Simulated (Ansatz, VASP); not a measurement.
## Pd: VASP beside Ansatz

```xyz
1
Lattice="-0.0972 1.9449 1.9449 1.8477 0.0000 1.8477 1.9449 1.9449 -0.0972" Properties=species:S:1:pos:R:3 pbc="T T T"
Pd    0.0000    0.0000    0.0000
```

Change from the starting cell: strain -0.1000 x Voigt [0, 0, 0, 0, 1, 0], atoms carried along.

Alike in both runs: task single point; functional PBE; k mesh 20 × 20 × 20; occupations gaussian, width 0.15 eV; no spin polarisation.

|  | VASP | Ansatz |
| --- | --- | --- |
| version | VASP 6.6.1 | Ansatz 0.2.0 |
| potentials or method | VASP PAW PBE potentials, release 64 (Pd) | scalar-relativistic, plane waves, PAW |
| plane-wave cutoff (eV) | 520 | 420 |
| valence electrons in the cell | 10 | 18 |

```tsv
	VASP	Ansatz	Ansatz less VASP
gap on the k mesh at the Fermi level (eV)	none	none	-
pressure (GPa)	9.5	9.8	+0.37
largest component of the traceless stress (GPa)	9.28	9.37	+0.087
```

A gap of «none» marks a metal or a gap that the smearing closes. The two sets of potentials don't hold the same shells in valence.
